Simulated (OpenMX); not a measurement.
**ZnS under changes of volume**

One of the cells (19.727 Å³/atom); the others are scaled copies at fixed shape and fractional positions:

```xyz
2
Lattice="0.0000 2.7020 2.7020 2.7020 0.0000 2.7020 2.7020 2.7020 0.0000" Properties=species:S:1:pos:R:3 pbc="T T T"
Zn    4.0530    4.0530    4.0530
S     0.0000    0.0000    0.0000
```

```yaml
Program: OpenMX 3.8.5
Functional: LDA
Potentials_or_basis: OpenMX 2013 LDA set, Zn6.0H-s3p2d2, S7.0-s2p2d1f1, fixed grid of 42 × 42 × 42 points
k_mesh: 9 × 9 × 9
Occupations: fermi-dirac, width 0.05 eV
Spin: no spin polarisation
```

```tsv
volume (Å³/atom)	energy over the lowest point (meV/atom)	gap on the mesh (eV)
18.543	?	?
18.938	0.65	2.31
19.332	0.00	2.20
19.727	3.27	2.09
20.121	10.41	1.99
20.516	20.60	1.89
20.910	33.60	1.79
```

Problem. What does the run at 18.543 Å³/atom give?

Solution. Energy over the lowest point 5.47 meV/atom; gap on the mesh 2.43 eV.

Worked out: A Birch-Murnaghan fit of order 3 (a polynomial in V^(-2/3)) to the other rows has its minimum at 19.20 Å³/atom with B0 = V·E''(V) = 85 GPa and B' = 5.2. It gives 6.08 meV/atom at 18.543 Å³/atom, against the run's 5.47. A straight line through the other rows of the gap, of slope -5.24 eV per unit of ln V (its deformation potential), extrapolates to 2.42 eV, against the run's 2.43.

Energies are extrapolated to zero smearing.

Caveats: the basis of atomic orbitals isn't converged, which shifts pressures, moduli and gaps.
